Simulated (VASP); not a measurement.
# WSe2 in VASP: a series of runs

The runs below take WSe2 through single point, relaxation of the atoms, with PBE+D3(BJ).

Program: VASP 6.6.1. These are calculated values, not measurements. Logs are shortened: lines on timing, memory, paths and dates and some standing lists are left out, and cuts for length are marked.

**1. Starting point**

The cell holds a slab with vacuum, 9 atoms: a = 3.281 Å, b = 3.281 Å, c = 31.164 Å, α = 90.00°, β = 90.00°, γ = 120.00°.

**2. Single point, PBE+D3(BJ)**

INCAR reads:

```
  PREC = Accurate
  ENCUT = 520
  EDIFF = 1E-6
  ISMEAR = 0
  SIGMA = 0.03
  LREAL = False
  LASPH = True
  NELM = 80
  ALGO = Normal
  ISIF = 2
  LWAVE = False
  LCHARG = False
  LDIPOL = True
  IDIPOL = 3
  DIPOL = 0.5 0.5 0.500
  GGA = PE
  IVDW = 12
  NBANDS = 49
  LVHAR = True
  LVACPOTAV = True
  ICORELEVEL = 1
  KPAR = 4
```

KPOINTS reads:

```
regular mesh
0
Gamma
  9 9 1
```

POSCAR reads:

```
WSe2
1.0
    3.2813518300      0.0000000000      0.0000000000
   -1.6406760800      2.8417341400      0.0000000000
    0.0000000000      0.0000000000     31.1637933300
Se W
6 3
Direct
    0.6666670000      0.3333340000      0.2406639000
    0.6666670000      0.3333340000      0.3488675200
    0.3333330000      0.6666660000      0.4458981900
    0.3333330000      0.6666660000      0.5541018100
    0.6666670000      0.3333340000      0.6511324800
    0.6666670000      0.3333340000      0.7593361000
    0.3333330000      0.6666660000      0.2947657100
    0.6666670000      0.3333340000      0.5000000000
    0.3333330000      0.6666660000      0.7052342900
```

Potentials or basis: VASP PAW PBE potentials, release 64 (Se, W_sv).

Run with:

```bash
$ cat potpaw_PBE.64/Se/POTCAR potpaw_PBE.64/W_sv/POTCAR > POTCAR
$ mpirun -np 4 vasp_std > vasp.out
```

OUTCAR:

```text
PREC = Accurate
   ENCUT = 520
   EDIFF = 1E-6
   ISMEAR = 0
   LREAL = False
   LASPH = True
   NELM = 80
   ISIF = 2
   GGA = PE
   IVDW = 12
 IVDW          = 12

 ion  position               nearest neighbor table
   1  0.667  0.333  0.241-   7 2.54   7 2.54   7 2.54
   2  0.667  0.333  0.349-   7 2.54   7 2.54   7 2.54
   3  0.333  0.667  0.446-   8 2.54   8 2.54   8 2.54
   4  0.333  0.667  0.554-   8 2.54   8 2.54   8 2.54
   5  0.667  0.333  0.651-   9 2.54   9 2.54   9 2.54
   6  0.667  0.333  0.759-   9 2.54   9 2.54   9 2.54
   7  0.333  0.667  0.295-   1 2.54   2 2.54   1 2.54   2 2.54   1 2.54   2 2.54
   8  0.667  0.333  0.500-   3 2.54   4 2.54   3 2.54   4 2.54   3 2.54   4 2.54
   9  0.333  0.667  0.705-   5 2.54   6 2.54   5 2.54   6 2.54   5 2.54   6 2.54

  LATTYP: Found a hexagonal cell.
 ALAT       =     3.2813518300
 C/A-ratio  =     9.4972422783

  Lattice vectors:

 A1 = (   3.2813518300,   0.0000000000,   0.0000000000)
 A2 = (  -1.6406760800,   2.8417341400,   0.0000000000)
 A3 = (   0.0000000000,   0.0000000000,  31.1637933300)

Analysis of symmetry for initial positions (statically):
=====================================================================
 Subroutine PRICEL returns:
 Original cell was already a primitive cell.

 Routine SETGRP: Setting up the symmetry group for a
 hexagonal supercell.

 Subroutine GETGRP returns: Found 12 space group operations
 (whereof 12 operations were pure point group operations)
 out of a pool of 24 trial point group operations.

The static configuration has the point symmetry D_3h.

Analysis of symmetry for dynamics (positions and initial velocities):
=====================================================================
 Subroutine PRICEL returns:
 Original cell was already a primitive cell.

 Routine SETGRP: Setting up the symmetry group for a
 hexagonal supercell.

 Subroutine GETGRP returns: Found 12 space group operations
 (whereof 12 operations were pure point group operations)
 out of a pool of 24 trial point group operations.

The dynamic configuration has the point symmetry D_3h.

 Subroutine INISYM returns: Found 12 space group operations
 (whereof 12 operations are pure point group operations),
 and found     1 'primitive' translations

----------------------------------------------------------------------------------------

                                     Primitive cell

  volume of cell :     290.5939

  direct lattice vectors                    reciprocal lattice vectors
     3.281351830  0.000000000  0.000000000     0.304752447  0.175948919  0.000000000
    -1.640676080  2.841734140  0.000000000     0.000000000  0.351897803  0.000000000
     0.000000000  0.000000000 31.163793330     0.000000000  0.000000000  0.032088520

  length of vectors
     3.281351830  3.281351996 31.163793330     0.351897821  0.351897803  0.032088520

  position of ions in fractional coordinates (direct lattice)
     0.666667000  0.333334000  0.240663900
     0.666667000  0.333334000  0.348867520
     0.333333000  0.666666000  0.445898190
     0.333333000  0.666666000  0.554101810
     0.666667000  0.333334000  0.651132480
     0.666667000  0.333334000  0.759336100
     0.333333000  0.666666000  0.294765710
     0.666667000  0.333334000  0.500000000
     0.333333000  0.666666000  0.705234290

  ion indices of the primitive-cell ions
   primitive index   ion index
                 1           1
                 2           2
                 3           3
                 4           4
                 5           5
                 6           6
                 7           7
                 8           8
                 9           9

----------------------------------------------------------------------------------------

 KPOINTS: regular mesh

Automatic generation of k-mesh.
[... 22 lines left out ...]
            Coordinates               Weight
  0.000000  0.000000  0.000000      1.000000
  0.111111  0.000000  0.000000      6.000000
  0.222222  0.000000  0.000000      6.000000
  0.333333  0.000000  0.000000      6.000000
  0.444444  0.000000  0.000000      6.000000
  0.111111  0.111111  0.000000      6.000000
  0.222222  0.111111  0.000000     12.000000
  0.333333  0.111111  0.000000     12.000000
  0.444444  0.111111  0.000000      6.000000
  0.222222  0.222222  0.000000      6.000000
  0.333333  0.222222  0.000000     12.000000
  0.333333  0.333333  0.000000      2.000000
   k-points           NKPTS =     12   k-points in BZ     NKDIM =     12   number of bands    NBANDS=     49
   number of dos      NEDOS =    301   number of ions     NIONS =      9
   total plane-waves  NPLWV = 138240
   dimension x,y,z NGX =    24 NGY =   24 NGZ =  240
   dimension x,y,z NGXF=    48 NGYF=   48 NGZF=  480
   ions per type =               6   3
   NGX,Y,Z   is equivalent  to a cutoff of  12.16, 12.16, 12.80 a.u.
   NGXF,Y,Z  is equivalent  to a cutoff of  24.32, 24.32, 25.61 a.u.
 SYSTEM =  unknown system
   PREC   = accura    normal or accurate (medium, high low for compatibility)
   ISTART =      0    job   : 0-new  1-cont  2-samecut
   ICHARG =      2    charge: 1-file 2-atom 10-const
   ISPIN  =      1    spin polarized calculation?
   LNONCOLLINEAR =      F non collinear calculations
   LSORBIT =      F    spin-orbit coupling
   LASPH  =      T    aspherical Exc in radial PAW
   ENCUT  =  520.0 eV  38.22 Ry    6.18 a.u.   6.10  6.10 57.94*2*pi/ulx,y,z
   NELM   =     80;   NELMIN=  2; NELMDL= -5     # of ELM steps
   EDIFF  = 0.1E-05   stopping-criterion for ELM
   LREAL  =      F    real-space projection
   EDIFFG = 0.1E-04   stopping-criterion for IOM
   NSW    =      0    number of steps for IOM
   IBRION =     -1    ionic relax: 0-MD 1-quasi-New 2-CG
   NFREE  =      0    steps in history (QN), initial steepest desc. (CG)
   ISIF   =      2    stress and relaxation
   ISYM   =      2    0-nonsym 1-usesym 2-fastsym
   POTIM  = 0.5000    time-step for ionic-motion
   TEBEG  =    0.0;   TEEND  =   0.0 temperature during run
   PSTRESS=    0.0 pullay stress
   NELECT =      78.0000    total number of electrons
   NUPDOWN=      -1.0000    fix difference up-down
   EMIN   =  10.00;   EMAX   =-10.00  energy-range for DOS
   EFERMI =   0.00;   METHOD = LEGACY
   ISMEAR =     0;   SIGMA  =   0.03  broadening in eV -4-tet -1-fermi 0-gaus
   EFERMI_NEDOS =   21; number of points for ismear=-14 and -15
   IALGO  =     38    algorithm
   IMIX   =      4    mixing-type and parameters
     AMIX     =   0.40;   BMIX     =  1.00
     AMIX_MAG =   1.60;   BMIX_MAG =  1.00
  volume/ion in A,a.u.               =      32.29       217.89
  Fermi-wavevector in a.u.,A,eV,Ry     =   1.056033  1.995613 15.173296  1.115206
  Thomas-Fermi vector in A             =   2.191254
   LORBIT       =      0    0 simple, 1 ext, 2 COOP (PROOUT), +10 PAW based schemes
   GGA     = PE    functional components
   LHFCALC =     F    Hartree Fock is set to
   AEXX    =    0.0000 exact exchange contribution
   IVDW    =    12    specifies the selected vdW correction
   LEPSILON=     F    determine dielectric tensor
   LRPA    =     F    only Hartree local field effects (RPA)
 non-spin polarized calculation
 Gauss-broadening in eV      SIGMA  =   0.03
  energy-cutoff  :      520.00
  volume of cell :      290.59
 maximum number of plane-waves:      7890
   NGX = 13   NGY = 13   NGZ =115

 number of electron      77.9999986 magnetization

 dipolmoment           0.000000      0.000000     -0.000000 electrons x Angstroem

 Free energy of the ion-electron system (eV)
  ---------------------------------------------------
  ext. energy  EPLUGINS =         0.00000000
  ---------------------------------------------------
  free energy    TOTEN  =       -64.69373741 eV

  energy without entropy =      -64.69373741  energy(sigma->0) =      -64.69373741

 the core state eigenenergies are
   1-  1s -12495.5642  2s  -1599.0898  2p  -1405.4354  3s   -205.8488  3p   -145.3222
       3d    -45.5124
   2-  1s -12495.5714  2s  -1599.0990  2p  -1405.4443  3s   -205.8654  3p   -145.3390
       3d    -45.5299
   3-  1s -12495.5808  2s  -1599.1080  2p  -1405.4534  3s   -205.8739  3p   -145.3475
       3d    -45.5383
   4-  1s -12495.5808  2s  -1599.1080  2p  -1405.4534  3s   -205.8739  3p   -145.3475
       3d    -45.5383
   5-  1s -12495.5714  2s  -1599.0990  2p  -1405.4443  3s   -205.8654  3p   -145.3390
       3d    -45.5299
   6-  1s -12495.5642  2s  -1599.0898  2p  -1405.4354  3s   -205.8488  3p   -145.3222
       3d    -45.5124
   7-  1s -69461.3496  2s -11981.8771  2p -10475.4845  3s  -2754.4697  3p  -2308.5830
       3d  -1796.5438  4s   -562.9089  4p   -416.6940  4d   -231.5724  4f    -26.4665
[... 4 lines left out ...]
   9-  1s -69461.3496  2s -11981.8771  2p -10475.4845  3s  -2754.4697  3p  -2308.5830
       3d  -1796.5438  4s   -562.9089  4p   -416.6940  4d   -231.5724  4f    -26.4665

 E-fermi :   2.2518     XC(G=0):  -7.0601

 val. band max:        2.1015598425   @ k =   0.0000   0.0000   0.0000
 cond. band min:       3.2872921742   @ k =   0.2222   0.1111   0.0000
 fundamental gap:      1.1857323317
 Fermi energy:         2.2517547852

 k-point     1 :       0.0000    0.0000    0.0000
  band No.  band energies     occupation
      1     -72.1702      2.00000
      2     -72.1669      2.00000
      3     -72.1669      2.00000
      4     -36.4184      2.00000
      5     -36.4152      2.00000
      6     -36.4152      2.00000
[... 613 lines left out ...]
     48       5.3701      0.00000
     49       6.6179      0.00000

------------------------ aborting loop because EDIFF is reached ----------------------------------------

 Edisp (eV)   -3.84827

 E8    (eV) :    -1.7508

  FORCE on cell =-STRESS in cart. coord.  units (eV):
  Direction    XX          YY          ZZ          XY          YZ          ZX
  --------------------------------------------------------------------------------------
  -------------------------------------------------------------------------------------
  Total       0.20338     0.20338     0.20497    -0.00000     0.00000     0.00000
  in kB       1.12132     1.12132     1.13010    -0.00000     0.00000     0.00000
  external pressure =        1.12 kB  Pullay stress =        0.00 kB

 VOLUME and BASIS-vectors are now :
 -----------------------------------------------------------------------------
  energy-cutoff  :      520.00
  volume of cell :      290.59
      direct lattice vectors                 reciprocal lattice vectors
     3.281351830  0.000000000  0.000000000     0.304752447  0.175948919  0.000000000
    -1.640676080  2.841734140  0.000000000     0.000000000  0.351897803  0.000000000
     0.000000000  0.000000000 31.163793330     0.000000000  0.000000000  0.032088520

 POSITION                                       TOTAL-FORCE (eV/Angst)
 -----------------------------------------------------------------------------------
      1.64068      0.94725      7.50000        -0.000000      0.000000     -0.034738
      1.64068      0.94725     10.87204         0.000000     -0.000000      0.021525
     -0.00000      1.89449     13.89588        -0.000000     -0.000000     -0.001809
     -0.00000      1.89449     17.26791        -0.000000     -0.000000      0.001809
      1.64068      0.94725     20.29176        -0.000000     -0.000000     -0.021525
      1.64068      0.94725     23.66379        -0.000000      0.000000      0.034738
     -0.00000      1.89449      9.18602         0.000000      0.000000      0.007990
      1.64068      0.94725     15.58190         0.000000      0.000000      0.000000
     -0.00000      1.89449     21.97778        -0.000000     -0.000000     -0.007990
 -----------------------------------------------------------------------------------
    total drift:                                0.000002      0.000901      0.000000

  FREE ENERGIE OF THE ION-ELECTRON SYSTEM (eV)
  ---------------------------------------------------
  free  energy   TOTEN  =       -68.5420094917 eV

  energy  without entropy=      -68.5420094917  energy(sigma->0) =      -68.54200949

 vacuum level on the upper side and lower side of the slab         6.925         6.925
```

It took 78 s on 4 MPI ranks of AMD EPYC 9R14 (Zen 4), shared host; peak memory 0.39 GiB.

Results:

* Free energy: -68.5420 eV
* Largest force: 0.035 eV/Å
* Band gap on the k mesh: 1.19 eV, indirect (least direct gap 1.60 eV)
* Dispersion energy per atom: -0.428 eV
* Ionisation potential of the upper face: 4.82 eV

Forces on the atoms (eV/Å):
```
Se   0.000  0.000 -0.035
Se   0.000  0.000  0.022
Se   0.000  0.000 -0.002
Se   0.000  0.000  0.002
Se   0.000  0.000 -0.022
Se   0.000  0.000  0.035
W    0.000  0.000  0.008
W    0.000  0.000  0.000
W    0.000  0.000 -0.008
```

Core levels (eV, on the scale of the bands):
```tsv
atom	levels
1 Se	1s -12495.6, 2s -1599.1, 2p -1405.4, 3s -205.8, 3p -145.3, 3d -45.5
2 Se	1s -12495.6, 2s -1599.1, 2p -1405.4, 3s -205.9, 3p -145.3, 3d -45.5
3 Se	1s -12495.6, 2s -1599.1, 2p -1405.5, 3s -205.9, 3p -145.3, 3d -45.5
4 Se	1s -12495.6, 2s -1599.1, 2p -1405.5, 3s -205.9, 3p -145.3, 3d -45.5
5 Se	1s -12495.6, 2s -1599.1, 2p -1405.4, 3s -205.9, 3p -145.3, 3d -45.5
6 Se	1s -12495.6, 2s -1599.1, 2p -1405.4, 3s -205.8, 3p -145.3, 3d -45.5
```

Caveat: spin-orbit coupling is left out, which moves the levels of the heavy elements. PBE gaps usually lie below the measured ones, often by a third to a half.

**3. Relaxation of the atoms, PBE+D3(BJ)**

Changes to INCAR since step 2:

```diff
@@ -17,6 +17,5 @@
   IVDW = 12
-  NBANDS = 49
-  LVHAR = True
-  LVACPOTAV = True
-  ICORELEVEL = 1
+  IBRION = 2
+  NSW = 80
+  EDIFFG = -0.02
   KPAR = 4
```

KPOINTS is that of step 2.

POSCAR is that of step 2.

Potentials or basis: VASP PAW PBE potentials, release 64 (Se, W_sv).

Run with:

```bash
$ cat potpaw_PBE.64/Se/POTCAR potpaw_PBE.64/W_sv/POTCAR > POTCAR
$ mpirun -np 4 vasp_std > vasp.out
```

It took 90 s on 4 MPI ranks of AMD EPYC 9R14 (Zen 4), shared host; peak memory 0.44 GiB.

It converged, with:

| Item | Value |
| --- | --- |
| Free energy | -68.5421 eV |
| Energy gained by relaxing | 0.0 meV/atom |
| Ionic steps | 2 |
| Largest force after relaxing | 0.013 eV/Å |
| Band gap on the k mesh | 1.18 eV, indirect (least direct gap 1.60 eV) |
| Dispersion energy per atom | -0.428 eV |

Forces in eV/Å, atoms in the order of the input:
```
Se   0.000  0.000 -0.001
Se   0.000  0.000  0.008
Se   0.000  0.000  0.000
Se   0.000  0.000  0.000
Se   0.000  0.000 -0.008
Se   0.000  0.000  0.001
W    0.000  0.000 -0.013
W    0.000  0.000  0.000
W    0.000  0.000  0.013
```

Final structure:
```yaml
crystal:
  lattice:
    - [3.28135, 0.00000, 0.00000]
    - [-1.64068, 2.84173, 0.00000]
    - [0.00000, 0.00000, 31.16379]
  atoms:
    - { symbol: Se, position: [0.66667, 0.33333, 0.24061] }
    - { symbol: Se, position: [0.66667, 0.33333, 0.34890] }
    - { symbol: Se, position: [0.33333, 0.66667, 0.44590] }
    - { symbol: Se, position: [0.33333, 0.66667, 0.55410] }
    - { symbol: Se, position: [0.66667, 0.33333, 0.65110] }
    - { symbol: Se, position: [0.66667, 0.33333, 0.75939] }
    - { symbol: W, position: [0.33333, 0.66667, 0.29478] }
    - { symbol: W, position: [0.66667, 0.33333, 0.50000] }
    - { symbol: W, position: [0.33333, 0.66667, 0.70522] }
```

Levels at points of the mesh, in eV from the valence-band top:
```csv
k point,band 36,band 37,band 38,band 39,band 40,band 41,band 42,band 43
"(0.00, 0.00, 0.00)",-1.38,-0.92,-0.27,0.00,2.70,2.70,2.72,2.72
```

Caveat: spin-orbit coupling is left out, which moves the levels of the heavy elements. As with any semilocal functional, this PBE gap is likely too small.

**4. Single point, PBE+D3(BJ)**

Changes to INCAR since step 3:

```diff
@@ -17,5 +17,6 @@
   IVDW = 12
-  IBRION = 2
-  NSW = 80
-  EDIFFG = -0.02
+  NBANDS = 49
+  LVHAR = True
+  LVACPOTAV = True
+  ICORELEVEL = 1
   KPAR = 4
```

KPOINTS is that of step 3.

POSCAR reads:

```
WSe2                                    
1.0
    3.2813518300      0.0000000000      0.0000000000
   -1.6406760800      2.8417341400      0.0000000000
    0.0000000000      0.0000000000     31.1637933300
  Se              W             
     6     3
Direct
     0.6666669999999968    0.3333340000000007    0.2406101213149855
     0.6666669999999968    0.3333340000000007    0.3489008384710781
     0.3333330000000032    0.6666659999999993    0.4458953941353660
     0.3333330000000032    0.6666659999999993    0.5541046058646341
     0.6666669999999968    0.3333340000000007    0.6510991615289220
     0.6666669999999968    0.3333340000000007    0.7593898786850145
     0.3333330000000032    0.6666659999999993    0.2947780769905388
     0.6666669999999968    0.3333340000000007    0.5000000000000000
     0.3333330000000032    0.6666659999999993    0.7052219230094612
```

Run with:

```bash
$ cat potpaw_PBE.64/Se/POTCAR potpaw_PBE.64/W_sv/POTCAR > POTCAR
$ mpirun -np 4 vasp_std > vasp.out
```

Wall time 75 s (4 MPI ranks of AMD EPYC 9R14 (Zen 4), shared host); peak memory 0.4 GiB.

It converged, with:

```
Free energy                            : -68.5421 eV
Largest force                          : 0.013 eV/Å
Band gap on the k mesh                 : 1.18 eV, indirect (least direct gap 1.60 eV)
Dispersion energy per atom             : -0.428 eV
Ionisation potential of the upper face : 4.82 eV
```

Forces in eV/Å, atoms in the order of the input:
```
Se   0.000  0.000 -0.001
Se   0.000  0.000  0.008
Se   0.000  0.000  0.000
Se   0.000  0.000  0.000
Se   0.000  0.000 -0.008
Se   0.000  0.000  0.001
W    0.000  0.000 -0.013
W    0.000  0.000  0.000
W    0.000  0.000  0.013
```

Levels at points of the mesh, in eV from the valence-band top:
| k point | band 36 | band 37 | band 38 | band 39 | band 40 | band 41 | band 42 | band 43 |
| --- | --- | --- | --- | --- | --- | --- | --- | --- |
| (0.00, 0.00, 0.00) | -1.38 | -0.92 | -0.27 | 0.00 | 2.70 | 2.70 | 2.72 | 2.72 |

Core levels (eV, on the scale of the bands):
| atom | levels |
| --- | --- |
| 1 Se | 1s -12495.6, 2s -1599.1, 2p -1405.4, 3s -205.8, 3p -145.3, 3d -45.5 |
| 2 Se | 1s -12495.6, 2s -1599.1, 2p -1405.4, 3s -205.9, 3p -145.3, 3d -45.5 |
| 3 Se | 1s -12495.6, 2s -1599.1, 2p -1405.5, 3s -205.9, 3p -145.3, 3d -45.5 |
| 4 Se | 1s -12495.6, 2s -1599.1, 2p -1405.5, 3s -205.9, 3p -145.3, 3d -45.5 |
| 5 Se | 1s -12495.6, 2s -1599.1, 2p -1405.4, 3s -205.9, 3p -145.3, 3d -45.5 |
| 6 Se | 1s -12495.6, 2s -1599.1, 2p -1405.4, 3s -205.8, 3p -145.3, 3d -45.5 |

Caveat: spin-orbit coupling is left out, which moves the levels of the heavy elements. A hybrid or GW would open this gap; PBE tends to underestimate it.
